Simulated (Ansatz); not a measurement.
# Fe (Im-3m) in Ansatz: band structure with RPBE

Aim: the band structure of Fe with RPBE.

Program: Ansatz 0.2.0. These are calculated values, not measurements. Logs are shortened: lines on timing, memory, paths and dates and some standing lists are left out, and cuts for length are marked.

**1. The structure**

It takes space group Im-3m (No. 229, cubic). Conventional cell: a = 2.886 Å, b = 2.886 Å, c = 2.886 Å, α = 90.00°, β = 90.00°, γ = 90.00°. Fe (site symmetry m-3m) has 8 Fe at 2.50 Å as nearest neighbours.

**2. Band structure, RPBE, collinear spin, ferromagnetic start**

The input, input.yaml:

```yaml
crystal:
  lattice:
    - [-1.443, 1.443, 1.443]
    - [1.443, -1.443, 1.443]
    - [1.443, 1.443, -1.443]
  atoms:
    - { symbol: Fe, position: [0.0, 0.0, 0.0], spin: 3.0 }
hamiltonian:
  xc: rpbe
  pseudopotentials: { kind: paw }
magnetization:
  spin_polarized: true
kpoints:
  mp_grid: { grid: [13, 13, 13] }
  band_path:
    path:
      - [[0.0, 0.0, 0.0], [0.5, -0.5, 0.5], [0.0, 0.0, 0.5], [0.0, 0.0, 0.0], [0.25, 0.25, 0.25], [0.5, -0.5, 0.5]]
      - [[0.25, 0.25, 0.25], [0.0, 0.0, 0.5]]
    npoints: 14
scf:
  occupations: { method: fermi_dirac, width: 0.05 }
  n_extra_bands: 6
output:
  forces: true
  stress: true
  eigenvalues: true
  fatbands: false
```

Potentials or basis: Ansatz PAW.

On the command line:

```sh
$ ansatz run input.yaml --threads 2 --pin off --max-ram 5632MiB --backend cpu --events-out ev --progress --plain --runs-dir out
```

Log:

```text
Warning: RAYON_NUM_THREADS=2 ignored (pool sized by the plan → 2); use --threads N
scf.n_extra_bands = 6 over 8 filled bands (N_el = 16.0): the run solves 14 bands
Engine: ansatz 0.2.0, x86_64-unknown-linux-gnu
Pseudopotentials: kind: paw
Pseudopotential: Fe, paw, valence charge 16, recommended cutoff 420 eV (normal), Fe.paw.azcp
Functional definition: RPBE
  parameter kappa = 0.804
  parameter beta = 0.06672455060314922
  exchange = rpbe_x(kappa = kappa, mu = beta*pi^2/3)
  correlation = pbe_c(beta = beta)
Crystal: 1 atoms, lattice volume = 12.019 Å³
Basis set: ecut = 420 eV, 225 PW (Γ), exchange–correlation on 36×36×36 points (8 copies of the dense FFT grid, shifted against one another)
Bands: 14, of which v1, the nominal top of the filled ones, is band 8 counted from 1 (7 counted from 0)
Symmetry: 48 space group operations
Space group: Im-3m (ITA 229), of the structure as read, at distance tolerance 2.3e-5 Å
Magnetic group: BNS 229.140 (UNI 1642), of the structure as read, at distance tolerance 2.3e-5 Å
k-points: 84 of 2197
Non-local potential: Fe, projectors of the file, l = 0: 3, l = 1: 2, l = 2: 3, l = 3: 1
PAW form: soft (Blöchl's): semilocal exchange-correlation on the pseudo side does not see the compensation charge
PAW frozen core: Fe, regenerated for the run's functional, and the local potential with it (the file was generated under x = pbe(κ = 0.804, μ = 0.2195149727645171), c = pbe(β = 0.06672455060314922))
PAW one-centre angular grid: Fe, 590 points (default); XC on 64 Gauss nodes
Initial density: superposition of atomic densities (chi_scale 0.1, normalization cell)
Starting moments: Σ|m| = 3 μB on 1 of 1 site
Initial wavefunctions: pseudopotential atomic-orbital guess
Functional: x = rpbe, c = pbe(β = 0.06672455060314922)
SCF iter   1: F=—  HF=-4485.303979 eV  |F-HF|=—  |Δ(HF+E_count)|=         —  Δρ=1.14e-1 (↑1.14e-1 ↓4.45e-2)  dr2=1.30e0  dr2_m=3.92e-1  M=2.196 μB ∫|m|=2.243 μB  β_m=0.30  ethr=3.10e-3  ⟨swp⟩=4.6  Hψ=11204  notcnv=0
Mixer restart at iter 1: flushing history
preconditioner: auto → none  [metal: Δε(μ)=0.006 eV  Ē_g=13.921 eV  σ=0.050 eV  W_gap=0.03  n_scr=0 (ndim 8)  ℏωp=30.3 eV  f_vac=0.000  D(μ)=1.35/eV (n_scr^D=18)]
SCF iter   2: F=—  HF=-4484.732194 eV  |F-HF|=—  |Δ(HF+E_count)|=   5.72e-1  Δρ=3.77e-2 (↑3.77e-2 ↓1.55e-2)  dr2=6.19e-2  dr2_m=6.06e-2  M=2.569 μB ∫|m|=2.649 μB  β_m=0.27  ethr=3.10e-3  ⟨swp⟩=2.9  Hψ=5569  notcnv=0  defer=170
SCF iter   3: F=—  HF=-4484.908870 eV  |F-HF|=—  |Δ(HF+E_count)|=   1.77e-1  Δρ=1.52e-2 (↑1.42e-2 ↓1.52e-2)  dr2=4.08e-3  dr2_m=2.02e-2  M=2.476 μB ∫|m|=2.566 μB  β_m=0.58  ethr=3.87e-4  ⟨swp⟩=2.7  Hψ=4421  notcnv=0  defer=174
SCF iter   4: F=—  HF=-4485.236067 eV  |F-HF|=—  |Δ(HF+E_count)|=   3.27e-1  Δρ=9.36e-3 (↑5.52e-3 ↓9.36e-3)  dr2=4.59e-3  dr2_m=5.17e-3  M=2.366 μB ∫|m|=2.501 μB  β_m=0.79  ethr=2.55e-5  ⟨swp⟩=2.6  Hψ=4980  notcnv=0  defer=174
SCF iter   5: F=—  HF=-4485.267430 eV  |F-HF|=—  |Δ(HF+E_count)|=   3.14e-2  Δρ=1.62e-2 (↑1.62e-2 ↓5.35e-3)  dr2=3.85e-2  dr2_m=3.43e-3  M=2.239 μB ∫|m|=2.398 μB  β_m=0.68  ethr=2.55e-5  ⟨swp⟩=2.3  Hψ=5275  notcnv=0  defer=178  recentre
SCF iter   6: F=—  HF=-4485.265661 eV  |F-HF|=—  |Δ(HF+E_count)|=   1.77e-3  Δρ=3.06e-3 (↑1.94e-3 ↓3.06e-3)  dr2=3.08e-4  dr2_m=6.32e-4  M=2.321 μB ∫|m|=2.470 μB  β_m=0.84  ethr=2.55e-5  ⟨swp⟩=2.1  Hψ=5012  notcnv=0  defer=182
SCF iter   7: F=—  HF=-4485.268000 eV  |F-HF|=—  |Δ(HF+E_count)|=   2.34e-3  Δρ=1.04e-3 (↑1.04e-3 ↓6.04e-4)  dr2=1.91e-5  dr2_m=7.05e-5  M=2.304 μB ∫|m|=2.458 μB  β_m=0.92  ethr=1.92e-6  ⟨swp⟩=2.4  Hψ=3931  notcnv=0  defer=181
SCF iter   8: F=—  HF=-4485.268011 eV  |F-HF|=—  |Δ(HF+E_count)|=   1.18e-5  Δρ=1.74e-4 (↑1.74e-4 ↓1.47e-4)  dr2=7.67e-8  dr2_m=2.80e-6  M=2.303 μB ∫|m|=2.457 μB  β_m=0.96  ethr=1.19e-7  ⟨swp⟩=1.5  Hψ=2870  notcnv=0  defer=181
SCF iter   9: F=—  HF=-4485.268012 eV  |F-HF|=—  |Δ(HF+E_count)|=   3.42e-7  Δρ=3.61e-5 (↑3.11e-5 ↓3.61e-5)  dr2=3.64e-9  dr2_m=1.24e-7  M=2.302 μB ∫|m|=2.457 μB  β_m=0.98  ethr=4.79e-10  ⟨swp⟩=2.0  Hψ=3705  notcnv=0  defer=181
SCF iter  10: F=-4485.268012 eV  HF=-4485.268012 eV  |F-HF|=3.10e-9  |Δ(HF+E_count)|=   1.02e-8  Δρ=3.65e-6 (↑2.94e-6 ↓3.65e-6)  dr2=3.81e-9  dr2_m=2.35e-11  M=2.302 μB ∫|m|=2.457 μB  ethr=2.28e-11  ⟨swp⟩=3.9  Hψ=8627  notcnv=0
SCF 1 converged in 10 iterations: F = -4485.268012 eV  dr2 = 3.81e-9
NSCF: frozen V_eff on 86 k-points
SCF converged after 10 iterations
Magnetization: 2.3021 μB (9.1511 up, 6.8489 down)
Absolute magnetization: 2.4571 μB (∫|ρ↑−ρ↓|, with the PAW one-centre terms)
Spin contamination: 0.0489 ħ² per cell (⟨S²⟩ above its minimum at these occupations)
Per-site moments (μB) at R_I (Å): [(2.3713347397298556, 1.0309815925702797)]
Free energy (F): -4485.268012 eV
Harris-Foulkes:  -4485.268012 eV  (|F-HF|=3.10e-9)
Internal energy: -4485.258235 eV  (E = F + TS)
E sigma→0 (E₀):  -4485.263124 eV
Entropy (-TS):   -0.009776 eV (-9.776 meV/atom)
Fermi energy:    17.378559 eV
--- Per-component energies (eV) ---
  E_band       = -228.449448
  E_kinetic    = 348.613036
  E_local      = -2133.033887  (includes V_loc(G=0)·N_el)
  E_nonlocal   = 218.813670
  E_hartree    = 893.679814
  E_xc         = -117.388449
  E_vxc        = -150.880144  (∫ρ·V_xc dr)
  E_paw        = -1371.685238  (= ΣΔE_a)
  E_vpaw       = -299.318933  (= ΣTr[D̂ρ^β])
  E_aug_tail   = 0.000899  (compensation charges beyond the density's cutoff)
  E_ewald      = -2324.209962
  E_core_change = -0.048119  (= ΣΔE_core)
  E_smearing   = -0.009776  (= −TS)
  E_closure    = -0.000000  (closes the sum)
  Σ components = -4485.268012   (vs F -4485.268012, Δ=0.00e0)
--- Forces (eV/Å), atoms counted from 1 ---
  atom   1  Fe    -0.00000000     0.00000000     0.00000000
  max |Σ_I F_I| component: 9.04e-32 eV/Å
--- Stress (GPa, compression-positive) ---
       -3.352721      -0.000000       0.000000
       -0.000000      -3.352721      -0.000000
        0.000000      -0.000000      -3.352721
  P = ⅓ Tr σ = -3.3527 GPa (-33.527 kbar)
--- Band table (eV; the first three rows and the last of 168) ---
  k-point 0 ↑: bands = ["-70.7912", "-36.5597", "-36.5597", "-36.5597", "9.2392", "15.1733", "15.1733", "15.1733", "16.2851", "16.2851", "41.2940", "41.2940", "41.2940", "46.3806"]
  k-point 1 ↑: bands = ["-70.7877", "-36.5794", "-36.5663", "-36.5597", "9.4741", "15.1125", "15.1679", "15.2943", "16.2267", "16.2900", "39.8789", "40.9595", "41.1440", "45.4952"]
  k-point 2 ↑: bands = ["-70.7779", "-36.6336", "-36.5846", "-36.5596", "10.1511", "14.9468", "15.1210", "15.6400", "16.1268", "16.3064", "36.8641", "39.7684", "40.8124", "43.2843"]
  k-point 83 ↓: bands = ["-67.8702", "-34.0558", "-34.0522", "-34.0522", "14.8062", "14.8297", "19.6681", "19.6681", "19.7615", "26.4139", "27.3574", "27.3574", "33.4793", "33.9393"]
```

Wall time 4.3 s (2 threads of Intel Xeon at 2.70GHz, shared host); peak memory 0.32 GiB.

What came out:

* Free energy: -4485.2680 eV
* Pressure: -3.4 GPa
* Band gap on the k mesh: none (metal or under the smearing width)
* Net moment: 2.30 μB per cell
* Absolute moment: 2.46 μB per cell
* Site moments: Fe +2.37 μB

Levels at the corners of the path, in eV from the Fermi level:
Spin up:
```
point  band 7  band 8  band 9  band 10  band 11  band 12
    Γ   -2.21   -2.21   -1.09    -1.09    23.92    23.92
    H    0.03    0.03    0.03     9.51     9.51     9.51
    N   -1.03   -0.92    0.28     0.52     6.86    17.65
    Γ   -2.21   -2.21   -1.09    -1.09    23.92    23.92
    P   -3.06   -0.89   -0.89     8.25     8.25     8.25
    H    0.03    0.03    0.03     9.51     9.51     9.51
    P   -3.06   -0.89   -0.89     8.25     8.25     8.25
    N   -1.03   -0.92    0.28     0.52     6.86    17.65
```
Spin down:
```tsv
point	band 5	band 6	band 7	band 8	band 9	band 10
Γ	-8.06	-0.12	-0.12	-0.12	1.86	1.86
H	-2.61	-2.61	2.42	2.42	2.42	9.72
N	-3.31	-1.33	0.52	1.70	2.10	2.71
Γ	-8.06	-0.12	-0.12	-0.12	1.86	1.86
P	-1.57	-1.57	-1.57	2.14	2.14	9.14
H	-2.61	-2.61	2.42	2.42	2.42	9.72
P	-1.57	-1.57	-1.57	2.14	2.14	9.14
N	-3.31	-1.33	0.52	1.70	2.10	2.71
```

Caveat: the PAW data sets come from PBE, with cores solved anew for the run's functional, which leaves a small shift of forces and pressure.
